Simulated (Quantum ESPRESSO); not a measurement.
# Sn (P1) in Quantum ESPRESSO: reference runs

Reference runs on Sn: the cell as given.

Everything below comes from runs of Quantum ESPRESSO 7.5. Logs are shortened: lines on timing, memory, paths and dates and some standing lists are left out, and cuts for length are marked.

## Step 1: The crystal as given

The typed cell holds 4 atoms: a = 4.590 Å, b = 4.590 Å, c = 7.950 Å, α = 73.22°, β = 73.22°, γ = 60.00°.

## Step 2: Single point, PBE

File pw.in:

```
&CONTROL
  calculation = 'scf'
  prefix = 'pwscf'
  outdir = './tmp'
  pseudo_dir = './pseudo'
  tprnfor = .true.
  tstress = .true.
  disk_io = 'nowf'
/
&SYSTEM
  ibrav = 0
  nat = 4
  ntyp = 1
  ecutwfc = 60
  ecutrho = 480
  nbnd = 38
  occupations = 'smearing'
  smearing = 'fd'
  degauss = 0.00367493
/
&ELECTRONS
  conv_thr = 8d-10
  electron_maxstep = 120
  mixing_beta = 0.5
/
ATOMIC_SPECIES
Sn   118.7100 Sn_pbe_v1.uspp.F.UPF
CELL_PARAMETERS angstrom
   0.0000000000   -3.2456000000   -3.2456000000
  -3.2456000000    0.0000000000   -3.2456000000
   3.2456000000    3.2456000000   -6.4912000000
ATOMIC_POSITIONS crystal
Sn     0.7295545000    0.5664691500    0.7901303000
Sn     0.2047748200    0.3536739200    0.1607674500
Sn     0.4100637000    0.3426120800    0.9380611200
Sn     0.9056069800    0.9872448600    0.3610411300
K_POINTS automatic
7 7 4 0 0 0
```

Potentials or basis: SSSP 1.3 efficiency PBE.

Started as:

```
> OMP_NUM_THREADS=1 pw.x -in pw.in > pw.out
```

pw.out:

```text
This program is part of the open-source Quantum ESPRESSO suite
     for quantum simulation of materials; please cite
[... 6 lines left out ...]
     --------------------
     sticks:   dense  smooth     PW     G-vecs:    dense   smooth      PW
     Sum        2491    1237    367               163905    57693    9271

     Using Slab Decomposition

     bravais-lattice index     =            0
     lattice parameter (alat)  =       8.6738  a.u.
     unit-cell volume          =     922.8722 (a.u.)^3
     number of atoms/cell      =            4
     number of atomic types    =            1
     number of electrons       =        56.00
     number of Kohn-Sham states=           38
     kinetic-energy cutoff     =      60.0000  Ry
     charge density cutoff     =     480.0000  Ry
     scf convergence threshold =      8.0E-10
     mixing beta               =       0.5000
     number of iterations used =            8  plain     mixing
     Exchange-correlation= SLA  PW   PBE  PBE
                           (   1   4   3   4   0   0   0)

     celldm(1)=   8.673789  celldm(2)=   0.000000  celldm(3)=   0.000000
     celldm(4)=   0.000000  celldm(5)=   0.000000  celldm(6)=   0.000000

     crystal axes: (cart. coord. in units of alat)
               a(1) = (   0.000000  -0.707107  -0.707107 )
               a(2) = (  -0.707107   0.000000  -0.707107 )
               a(3) = (   0.707107   0.707107  -1.414214 )

     reciprocal axes: (cart. coord. in units 2 pi/alat)
               b(1) = (  0.353553 -1.060660 -0.353553 )
               b(2) = ( -1.060660  0.353553 -0.353553 )
               b(3) = (  0.353553  0.353553 -0.353553 )

     PseudoPot. # 1 for Sn read from file:
     Sn_pbe_v1.uspp.F.UPF
     Pseudo is Ultrasoft + core correction, Zval = 14.0
     Generated by new atomic code, or converted to UPF format
     Using radial grid of  891 points,  6 beta functions with:
                l(1) =   0
                l(2) =   0
                l(3) =   1
                l(4) =   1
                l(5) =   2
                l(6) =   2
     Q(r) pseudized with  6 coefficients,  rinner =    1.200   1.200   1.200
                                                       1.200   1.200

     atomic species   valence    mass     pseudopotential
     Sn               14.00   118.71000     Sn( 1.00)

     No symmetry found

   Cartesian axes

     site n.     atom                  positions (alat units)
         1        Sn     tau(   1) = (   0.1581523   0.0428336  -2.0338401  )
         2        Sn     tau(   2) = (  -0.1364055  -0.0311179  -0.6222424  )
         3        Sn     tau(   3) = (   0.4210461   0.3733506  -1.8588409  )
         4        Sn     tau(   4) = (  -0.4427929  -0.3850662  -1.8490376  )

     number of k points=   255  Fermi-Dirac smearing, width (Ry)=  0.0037

     Number of k-points >= 100: set verbosity='high' to print them.

     Dense  grid:   163905 G-vectors     FFT dimensions: (  64,  64, 108)

     Smooth grid:    57693 G-vectors     FFT dimensions: (  45,  45,  75)

     Initial potential from superposition of free atoms

     starting charge      51.9998, renormalised to      56.0000
     Starting wfcs are   36 randomized atomic wfcs +    2 random wfcs

     Self-consistent Calculation

     iteration #  1     ecut=    60.00 Ry     beta= 0.50
     Davidson diagonalization with overlap
     ethr =  1.00E-02,  avg # of iterations =  6.8

     total energy              =    -650.16509698 Ry
     estimated scf accuracy    <       5.14590042 Ry

     iteration #  2     ecut=    60.00 Ry     beta= 0.50
     Davidson diagonalization with overlap
     ethr =  9.19E-03,  avg # of iterations =  2.0

     total energy              =    -651.24320376 Ry
     estimated scf accuracy    <       0.62388836 Ry

     iteration #  3     ecut=    60.00 Ry     beta= 0.50
     Davidson diagonalization with overlap
     ethr =  1.11E-03,  avg # of iterations =  2.2

     total energy              =    -651.38004106 Ry
     estimated scf accuracy    <       0.50214788 Ry

     iteration #  4     ecut=    60.00 Ry     beta= 0.50
     Davidson diagonalization with overlap
     ethr =  8.97E-04,  avg # of iterations =  2.0

     total energy              =    -651.46207369 Ry
     estimated scf accuracy    <       0.04903617 Ry

     iteration #  5     ecut=    60.00 Ry     beta= 0.50
     Davidson diagonalization with overlap
     ethr =  8.76E-05,  avg # of iterations =  3.6

     total energy              =    -651.46896744 Ry
     estimated scf accuracy    <       0.00527126 Ry

     iteration #  6     ecut=    60.00 Ry     beta= 0.50
     Davidson diagonalization with overlap
     ethr =  9.41E-06,  avg # of iterations =  4.7

     total energy              =    -651.46952690 Ry
     estimated scf accuracy    <       0.00019347 Ry

     iteration #  7     ecut=    60.00 Ry     beta= 0.50
     Davidson diagonalization with overlap
     ethr =  3.45E-07,  avg # of iterations =  2.9

     total energy              =    -651.46956580 Ry
     estimated scf accuracy    <       0.00001213 Ry

     iteration #  8     ecut=    60.00 Ry     beta= 0.50
     Davidson diagonalization with overlap
     ethr =  2.17E-08,  avg # of iterations =  2.4

     total energy              =    -651.46956777 Ry
     estimated scf accuracy    <       0.00000151 Ry

     iteration #  9     ecut=    60.00 Ry     beta= 0.50
     Davidson diagonalization with overlap
     ethr =  2.71E-09,  avg # of iterations =  2.0

     total energy              =    -651.46956794 Ry
     estimated scf accuracy    <       0.00000009 Ry

     iteration # 10     ecut=    60.00 Ry     beta= 0.50
     Davidson diagonalization with overlap
     ethr =  1.62E-10,  avg # of iterations =  2.2

     total energy              =    -651.46956796 Ry
     estimated scf accuracy    <          4.4E-09 Ry

     iteration # 11     ecut=    60.00 Ry     beta= 0.50
     Davidson diagonalization with overlap
     ethr =  7.89E-12,  avg # of iterations =  2.6

     End of self-consistent calculation

     Number of k-points >= 100: set verbosity='high' to print the bands.

     the Fermi energy is     7.7232 ev

!    total energy              =    -651.46956796 Ry
     estimated scf accuracy    <          4.1E-10 Ry
     smearing contrib. (-TS)   =      -0.00129769 Ry
     internal energy E=F+TS    =    -651.46827027 Ry

     The total energy is F=E-TS. E is the sum of the following terms:
     one-electron contribution =    -381.36468491 Ry
     hartree contribution      =     224.24953635 Ry
     xc contribution           =    -191.04136037 Ry
     ewald contribution        =    -303.31176134 Ry

     convergence has been achieved in  11 iterations

     Forces acting on atoms (cartesian axes, Ry/au):

     atom    1 type  1   force =    -0.39407023   -0.47587273   -0.23612768
     atom    2 type  1   force =     0.77177257    1.59641107   -1.01909318
     atom    3 type  1   force =    -0.46071603   -1.19920090    1.21334091
     atom    4 type  1   force =     0.08301370    0.07866257    0.04187995

     Total force =     2.785244     Total SCF correction =     0.000038

     Computing stress (Cartesian axis) and pressure

          total   stress  (Ry/bohr**3)                   (kbar)     P=      499.68
   0.00211037   0.00369815  -0.00074093          310.45      544.02     -108.99
   0.00369815   0.00620563  -0.00192078          544.02      912.88     -282.56
  -0.00074093  -0.00192078   0.00187429         -108.99     -282.56      275.72

=------------------------------------------------------------------------------=
   JOB DONE.
=------------------------------------------------------------------------------=
```

Run time: 13 min. Hardware: 1 thread of Intel Xeon Platinum 8488C (Sapphire Rapids), shared host; peak memory 1.7 GiB.

Results:

- Free energy: -8863.6950 eV
- Pressure: 50.0 GPa
- Largest force: 52.583 eV/Å
- Band gap on the k mesh: none (metal or under the smearing width)

Forces in eV/Å, atoms in the order of the input:
```
Sn  -10.132 -12.235  -6.071
Sn   19.843  41.045 -26.202
Sn  -11.845 -30.833  31.196
Sn    2.134   2.022   1.077
```

Stress tensor (GPa, compression positive):
```
 31.04  54.40 -10.90
 54.40  91.29 -28.26
-10.90 -28.26  27.57
```

Caveat: a pressure of tens of GPa on the cell as given is suspect, and the run, the potentials or the cell itself is likely at fault; forces of over 1 eV/Å show positions far from the minimum, so gaps and moduli don't describe the material at rest.
